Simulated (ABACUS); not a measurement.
The system is Cu.

```
Cu
1.0
     0.00000    1.80750    1.80750
     1.80750    0.00000    1.80750
     1.80750    1.80750    0.00000
Cu
1
Direct
  0.00000 0.00000 0.00000
```

| Quantity | Value |
| --- | --- |
| Program | ABACUS 3.10.1 |
| Task | relaxation of cell and atoms |
| Functional | TM |
| Potentials or basis | SG15 ONCV 1.2 PBE |
| Cutoff | 1442 eV |
| Density cutoff | 5769 eV |
| Basis | plane waves |
| k mesh | 8 × 8 × 8 |
| Occupations | fermi-dirac, width 0.05 eV |
| Spin | no spin polarisation |

At the start: pressure -6.7 GPa; volume 11.81 Å³/atom.

How do energy, volume and symmetry change on relaxing?

Over 3 steps the energy falls by 9.6 meV/atom and the volume is 11.31 Å³/atom (-4.2 %); space group Fm-3m (No. 225, to 0.05 Å).

The path:
```
step  energy change (eV)  largest force (eV/Å)  pressure (GPa)  volume (Å³)
   1              0.0000                0.0000           -6.67        11.81
   2             -0.0074                0.0000           -3.50        11.56
   3             -0.0096                0.0000            0.25        11.31
```

Final structure:
```
Cu
1.0
     0.00000    1.78156    1.78156
     1.78156    0.00000    1.78156
     1.78156    1.78156    0.00000
Cu
1
Cartesian
  0.0000 0.0000 0.0000
```

Caveat: the k mesh is coarse (spacing up to 0.38 Å⁻¹), so the values aren't converged; the potentials were made for another functional, which shifts forces and pressure.
